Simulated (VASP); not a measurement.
The system is Ga.

```
Ga
1.0
     1.38300   -4.02650    0.00000
     1.38300    4.02650    0.00000
    -0.11745    0.00000    3.32993
Ga
2
Cartesian
  1.2949 2.9716 2.4974
  1.3536 -2.9716 0.8325
```

This isn't the form of Ga at room conditions, which is orthorhombic.

- Program: VASP 6.6.1
- Task: single point
- Functional: PBEsol
- Potentials or basis: VASP PAW PBE potentials, release 64 (Ga_d)
- Cutoff: 520 eV
- k mesh: 10 × 10 × 8
- Occupations: fermi-dirac, width 0.05 eV
- Spin: no spin polarisation

On this cell: pressure -1.9 GPa; largest force 0.196 eV/Å; band gap on the k mesh none (metal or under the smearing width).

The same run follows on a disturbed copy (atoms moved at random, drawn with an rms of 0.05 Å):

```
CELL_PARAMETERS angstrom
1.38300 -4.02650 0.00000
1.38300 4.02650 0.00000
-0.11745 0.00000 3.32993
ATOMIC_POSITIONS crystal
Ga 0.11699 0.85684 0.74834
Ga 0.86667 0.13242 0.23663
```

Q: What changes?

A: The energy (extrapolated to zero smearing) moves by -0.0 meV/atom; pressure -1.9 GPa; largest force 0.177 eV/Å; band gap on the k mesh none (metal or under the smearing width).

Forces on the atoms (eV/Å):
```
Ga   0.004 -0.164 -0.069
Ga  -0.004  0.164  0.069
```

Stress tensor (GPa, compression positive):
```
-1.16 -0.02  0.43
-0.02 -1.78  0.12
 0.43  0.12 -2.73
```

Caveats: the PAW data sets were made with another functional, which shifts forces and pressure a little.
